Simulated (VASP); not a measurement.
# PbO (Litharge) (P4/nmm) in VASP: settings compared

Aim: see how the results for PbO (Litharge) move with the level of theory and the settings. Levels: PBEsol, PBE. Tasks: single point, equation of state.

Program: VASP 6.6.1. These are calculated values, not measurements. Logs are shortened: lines on timing, memory, paths and dates and some standing lists are left out, and cuts for length are marked.

**1. The crystal as given**

Symmetry: P4/nmm, No. 129, tetragonal system. The conventional cell has a = 3.990 Å, b = 3.990 Å, c = 5.010 Å, α = 90.00°, β = 90.00°, γ = 90.00°. Around Pb (site symmetry 4mm) lie 4 O at 2.33 Å. O (site symmetry -4m2) is surrounded by 4 Pb at 2.33 Å.

**2. Single point, PBEsol**

INCAR reads:

```
PREC = Accurate
ENCUT = 520
EDIFF = 1E-7
ISMEAR = -1
SIGMA = 0.05
LREAL = False
LASPH = True
NELM = 80
ALGO = Normal
ISIF = 2
LWAVE = False
LCHARG = False
GGA = PS
NBANDS = 28
```

KPOINTS reads:

```
regular mesh
0
Gamma
  7 7 6
```

POSCAR reads:

```
PbO
1.0
    3.9900000000      0.0000000000      0.0000000000
    0.0000000000      3.9900000000      0.0000000000
    0.0000000000      0.0000000000      5.0100000000
Pb O
2 2
Direct
    0.5000000000      0.0000000000      0.7600000000
    0.0000000000      0.5000000000      0.2400000000
    0.5000000000      0.5000000000      0.0000000000
    0.0000000000      0.0000000000      0.0000000000
```

Potentials or basis: VASP PAW PBE potentials, release 64 (Pb_d, O).

Command:

```bash
> cat potpaw_PBE.64/Pb_d/POTCAR potpaw_PBE.64/O/POTCAR > POTCAR
> mpirun -np 1 vasp_std > vasp.out
```

OUTCAR:

```text
PREC = Accurate
   ENCUT = 520
   EDIFF = 1E-7
   ISMEAR = -1
   LREAL = False
   LASPH = True
   NELM = 80
   ISIF = 2
   GGA = PS

 ion  position               nearest neighbor table
   1  0.500  0.000  0.760-   3 2.33   4 2.33   3 2.33   4 2.33   2 3.71   2 3.71   2 3.71   2 3.71
                             2 3.84   2 3.84   2 3.84   2 3.84
   2  0.000  0.500  0.240-   3 2.33   4 2.33   4 2.33   3 2.33   1 3.71   1 3.71   1 3.71   1 3.71
                             1 3.84   1 3.84   1 3.84   1 3.84
   3  0.500  0.500  0.000-   1 2.33   2 2.33   1 2.33   2 2.33
   4  0.000  0.000  0.000-   1 2.33   2 2.33   2 2.33   1 2.33

  LATTYP: Found a simple tetragonal cell.
 ALAT       =     3.9900000000
 C/A-ratio  =     1.2556390977

  Lattice vectors:

 A1 = (   3.9900000000,   0.0000000000,   0.0000000000)
 A2 = (   0.0000000000,   3.9900000000,   0.0000000000)
 A3 = (   0.0000000000,   0.0000000000,   5.0100000000)

Analysis of symmetry for initial positions (statically):
=====================================================================
 Subroutine PRICEL returns:
 Original cell was already a primitive cell.

 Routine SETGRP: Setting up the symmetry group for a
 simple tetragonal supercell.

 Subroutine GETGRP returns: Found 16 space group operations
 (whereof  8 operations were pure point group operations)
 out of a pool of 16 trial point group operations.

The static configuration has the point symmetry D_2d.
 The point group associated with its full space group is D_4h.

Analysis of symmetry for dynamics (positions and initial velocities):
=====================================================================
 Subroutine PRICEL returns:
 Original cell was already a primitive cell.

 Routine SETGRP: Setting up the symmetry group for a
 simple tetragonal supercell.

 Subroutine GETGRP returns: Found 16 space group operations
 (whereof  8 operations were pure point group operations)
 out of a pool of 16 trial point group operations.

The dynamic configuration has the point symmetry D_2d.
 The point group associated with its full space group is D_4h.

 Subroutine INISYM returns: Found 16 space group operations
 (whereof  8 operations are pure point group operations),
 and found     1 'primitive' translations

----------------------------------------------------------------------------------------

                                     Primitive cell

  volume of cell :      79.7597

  direct lattice vectors                    reciprocal lattice vectors
     3.990000000  0.000000000  0.000000000     0.250626566  0.000000000  0.000000000
[... 80 lines left out ...]
 SYSTEM =  unknown system
   PREC   = accura    normal or accurate (medium, high low for compatibility)
   ISTART =      0    job   : 0-new  1-cont  2-samecut
   ICHARG =      2    charge: 1-file 2-atom 10-const
   ISPIN  =      1    spin polarized calculation?
   LNONCOLLINEAR =      F non collinear calculations
   LSORBIT =      F    spin-orbit coupling
   LASPH  =      T    aspherical Exc in radial PAW
   ENCUT  =  520.0 eV  38.22 Ry    6.18 a.u.   7.42  7.42  9.32*2*pi/ulx,y,z
   NELM   =     80;   NELMIN=  2; NELMDL= -5     # of ELM steps
   EDIFF  = 0.1E-06   stopping-criterion for ELM
   LREAL  =      F    real-space projection
   EDIFFG = 0.1E-05   stopping-criterion for IOM
   NSW    =      0    number of steps for IOM
   IBRION =     -1    ionic relax: 0-MD 1-quasi-New 2-CG
[... 8 lines left out ...]
   EMIN   =  10.00;   EMAX   =-10.00  energy-range for DOS
   EFERMI =   0.00;   METHOD = LEGACY
   ISMEAR =    -1;   SIGMA  =   0.05  broadening in eV -4-tet -1-fermi 0-gaus
   EFERMI_NEDOS =   21; number of points for ismear=-14 and -15
   IALGO  =     38    algorithm
   IMIX   =      4    mixing-type and parameters
     AMIX     =   0.40;   BMIX     =  1.00
     AMIX_MAG =   1.60;   BMIX_MAG =  1.00
  volume/ion in A,a.u.               =      19.94       134.56
  Fermi-wavevector in a.u.,A,eV,Ry     =   1.300670  2.457909 23.017539  1.691741
  Thomas-Fermi vector in A             =   2.431853
   LORBIT       =      0    0 simple, 1 ext, 2 COOP (PROOUT), +10 PAW based schemes
   GGA     = PS    functional components
   LHFCALC =     F    Hartree Fock is set to
   AEXX    =    0.0000 exact exchange contribution
   IVDW    =     0    specifies the selected vdW correction
   LEPSILON=     F    determine dielectric tensor
   LRPA    =     F    only Hartree local field effects (RPA)
 non-spin polarized calculation
  energy-cutoff  :      520.00
  volume of cell :       79.76
 maximum number of plane-waves:      2186
 NGX is ok and might be reduce to    30
   NGX = 15   NGY = 15   NGZ = 19

 number of electron      39.9999999 magnetization

 Free energy of the ion-electron system (eV)
  ---------------------------------------------------
  ext. energy  EPLUGINS =         0.00000000
  ---------------------------------------------------
  free energy    TOTEN  =       -22.86881312 eV

  energy without entropy =      -22.86881305  energy(sigma->0) =      -22.86881308

 E-fermi :   5.5887     XC(G=0): -10.0714

 val. band max:        4.8925493972   @ k =   0.1429   0.0000   0.0000
 cond. band min:       6.2603134511   @ k =   0.4286   0.4286   0.0000
 fundamental gap:      1.3677640539
 Fermi energy:         5.5887041580

 k-point     1 :       0.0000    0.0000    0.0000
  band No.  band energies     occupation
      1     -13.2980      2.00000
      2     -12.7669      2.00000
      3     -11.0274      2.00000
      4     -11.0274      2.00000
      5     -10.9663      2.00000
      6     -10.9499      2.00000
[... 733 lines left out ...]
     27      14.1109      0.00000
     28      14.8461      0.00000

 [... further k-points ...]
[... 5 lines left out ...]
  --------------------------------------------------------------------------------------
  -------------------------------------------------------------------------------------
  Total       -0.3516809     -0.3516809     -0.5452792      0.0000000     -0.0000000      0.0000000
  in kB       -7.0644090     -7.0644090    -10.9533257      0.0000000     -0.0000000      0.0000000
  external PRESSURE =      -8.3607146 kB  Pullay stress =       0.0000000 kB

 VOLUME and BASIS-vectors are now :
 -----------------------------------------------------------------------------
  energy-cutoff  :      520.00
  volume of cell :       79.76
      direct lattice vectors                 reciprocal lattice vectors
     3.990000000  0.000000000  0.000000000     0.250626566  0.000000000  0.000000000
     0.000000000  3.990000000  0.000000000     0.000000000  0.250626566  0.000000000
     0.000000000  0.000000000  5.010000000     0.000000000  0.000000000  0.199600798

 POSITION                                       TOTAL-FORCE (eV/Angst)
 -----------------------------------------------------------------------------------
      1.99500      0.00000      3.80760         0.000000      0.000000      0.288089
      0.00000      1.99500      1.20240        -0.000000     -0.000000     -0.288089
      1.99500      1.99500      0.00000        -0.000000     -0.000000     -0.000000
      0.00000      0.00000      0.00000        -0.000000      0.000000     -0.000000
 -----------------------------------------------------------------------------------
    total drift:                                0.000000      0.000000      0.000000

  FREE ENERGIE OF THE ION-ELECTRON SYSTEM (eV)
  ---------------------------------------------------
  free  energy   TOTEN  =       -22.8688131163 eV

  energy  without entropy=      -22.8688130461  energy(sigma->0) =      -22.86881308
```

It took 46 s on 1 thread of Intel Xeon 6975P-C (Granite Rapids), shared host; peak memory 0.22 GiB.

What came out:

| Property | Result |
| --- | --- |
| Free energy | -22.8688 eV |
| Pressure | -0.8 GPa |
| Largest force | 0.288 eV/Å |
| Band gap on the k mesh | 1.37 eV, indirect (least direct gap 2.29 eV) |

Forces in eV/Å, atoms in the order of the input:
```
Pb   0.000  0.000  0.288
Pb   0.000  0.000 -0.288
O    0.000  0.000  0.000
O    0.000  0.000  0.000
```

Stress tensor (GPa, compression positive):
```
-0.71  0.00  0.00
 0.00 -0.71  0.00
 0.00  0.00 -1.10
```

Levels at points of the mesh, in eV from the valence-band top:
| k point | band 17 | band 18 | band 19 | band 20 | band 21 | band 22 | band 23 | band 24 |
| --- | --- | --- | --- | --- | --- | --- | --- | --- |
| (0.00, 0.00, 0.00) | -1.64 | -1.56 | -1.56 | 0.00 | 2.35 | 5.51 | 5.53 | 5.53 |
| (0.00, 0.00, 0.50) | -1.68 | -1.59 | -1.59 | -0.92 | 1.94 | 3.90 | 3.90 | 4.18 |

Caveat: the PAW data sets were made with another functional, which shifts forces and pressure a little; spin-orbit coupling is left out, which as a rule narrows the gap of such compounds by several tenths of an eV; an odd mesh through Γ misses points on the zone boundary, where band edges often lie. As with any semilocal functional, this PBEsol gap is likely too small.

**3. Equation of state, PBEsol, 18.74 Å³/atom (volume scaled by 0.94)**

INCAR is that of step 2.

KPOINTS is that of step 2.

POSCAR reads:

```
PbO
1.0
    3.9085485738      0.0000000000      0.0000000000
    0.0000000000      3.9085485738      0.0000000000
    0.0000000000      0.0000000000      4.9077264047
Pb O
2 2
Direct
    0.5000000000      0.0000000000      0.7600000000
    0.0000000000      0.5000000000      0.2400000000
    0.5000000000      0.5000000000      0.0000000000
    0.0000000000      0.0000000000      0.0000000000
```

Potentials or basis: VASP PAW PBE potentials, release 64 (Pb_d, O).

Command:

```bash
> cat potpaw_PBE.64/Pb_d/POTCAR potpaw_PBE.64/O/POTCAR > POTCAR
> mpirun -np 1 vasp_std > vasp.out
```

It took 44 s on 1 thread of Intel Xeon 6975P-C (Granite Rapids), shared host; peak memory 0.22 GiB.

Results (log left out):

```
Free energy            : -22.8077 eV
Pressure               : 4.9 GPa
Largest force          : 0.576 eV/Å
Band gap on the k mesh : 1.26 eV, indirect (least direct gap 2.36 eV)
```

Caveat: the PAW data sets were made with another functional, which shifts forces and pressure a little; spin-orbit coupling is left out, which as a rule narrows the gap of such compounds by several tenths of an eV; an odd mesh through Γ misses points on the zone boundary, where band edges often lie.

**4. Equation of state, PBEsol, 19.14 Å³/atom (volume scaled by 0.96)**

INCAR is that of step 3.

KPOINTS is that of step 3.

POSCAR reads:

```
PbO
1.0
    3.9360744706      0.0000000000      0.0000000000
    0.0000000000      3.9360744706      0.0000000000
    0.0000000000      0.0000000000      4.9422889970
Pb O
2 2
Direct
    0.5000000000      0.0000000000      0.7600000000
    0.0000000000      0.5000000000      0.2400000000
    0.5000000000      0.5000000000      0.0000000000
    0.0000000000      0.0000000000      0.0000000000
```

Command:

```bash
> cat potpaw_PBE.64/Pb_d/POTCAR potpaw_PBE.64/O/POTCAR > POTCAR
> mpirun -np 1 vasp_std > vasp.out
```

It took 42 s on 1 thread of Intel Xeon 6975P-C (Granite Rapids), shared host; peak memory 0.22 GiB.

Results (log left out):

```yaml
Free_energy: -22.8475 eV
Pressure: 2.8 GPa
Largest_force: 0.266 eV/Å
Band_gap_on_the_k_mesh: 1.30 eV, indirect (least direct gap 2.34 eV)
```

Caveat: the PAW data sets were made with another functional, which shifts forces and pressure a little; spin-orbit coupling is left out, which as a rule narrows the gap of such compounds by several tenths of an eV; an odd mesh through Γ misses points on the zone boundary, where band edges often lie.

**5. Equation of state, PBEsol, 19.54 Å³/atom (volume scaled by 0.98)**

INCAR is that of step 4.

KPOINTS is that of step 4.

POSCAR reads:

```
PbO
1.0
    3.9632206696      0.0000000000      0.0000000000
    0.0000000000      3.9632206696      0.0000000000
    0.0000000000      0.0000000000      4.9763748258
Pb O
2 2
Direct
    0.5000000000      0.0000000000      0.7600000000
    0.0000000000      0.5000000000      0.2400000000
    0.5000000000      0.5000000000      0.0000000000
    0.0000000000      0.0000000000      0.0000000000
```

Command:

```bash
> cat potpaw_PBE.64/Pb_d/POTCAR potpaw_PBE.64/O/POTCAR > POTCAR
> mpirun -np 1 vasp_std > vasp.out
```

It took 40 s on 1 thread of Intel Xeon 6975P-C (Granite Rapids), shared host; peak memory 0.21 GiB.

The run converged. Its results:

```
Free energy            : -22.8671 eV
Pressure               : 0.9 GPa
Largest force          : 0.022 eV/Å
Band gap on the k mesh : 1.34 eV, indirect (least direct gap 2.31 eV)
```

Caveat: the PAW data sets were made with another functional, which shifts forces and pressure a little; spin-orbit coupling is left out, which as a rule narrows the gap of such compounds by several tenths of an eV; an odd mesh through Γ misses points on the zone boundary, where band edges often lie.

(Continued in part 2 of 3.)
